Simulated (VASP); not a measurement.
Sb:

```xyz
1
Lattice="3.1600 0.0000 0.0000 0.0000 3.1600 0.0000 0.0000 0.0000 3.1600" Properties=species:S:1:pos:R:3 pbc="T T T"
Sb    0.0000    0.0000    0.0000
```

This isn't the form of Sb at room conditions, which is rhombohedral.

```yaml
Program: VASP 6.6.1
Task: relaxation of cell and atoms
Functional: PBE
Potentials_or_basis: VASP PAW PBE potentials, release 64 (Sb)
Cutoff: 520 eV
k_mesh: 14 × 14 × 14
Occupations: gaussian, width 0.1 eV
Spin: no spin polarisation
```

At the start: pressure -2.4 GPa; volume 31.55 Å³/atom.

Task: Where does the relaxation end?

Result: Over 3 steps the energy falls by 11.3 meV/atom and the volume is 30.08 Å³/atom (-4.7 %); space group Pm-3m (No. 221, to 0.05 Å).

Step by step:
```tsv
step	energy change (eV)	largest force (eV/Å)	pressure (GPa)	volume (Å³)
1	0.0000	0.0000	-2.35	31.55
2	-0.0093	0.0000	1.13	29.48
3	-0.0113	0.0000	0.01	30.08
```

Final structure:
```cif
data_structure
_symmetry_space_group_name_H-M 'P 1'
_symmetry_Int_Tables_number 1
_cell_length_a 3.1099
_cell_length_b 3.1099
_cell_length_c 3.1099
_cell_angle_alpha 90.000
_cell_angle_beta 90.000
_cell_angle_gamma 90.000
_cell_volume 30.08
loop_
_atom_site_label
_atom_site_type_symbol
_atom_site_fract_x
_atom_site_fract_y
_atom_site_fract_z
_atom_site_occupancy
Sb1 Sb 0.00000 0.00000 0.00000 1
```
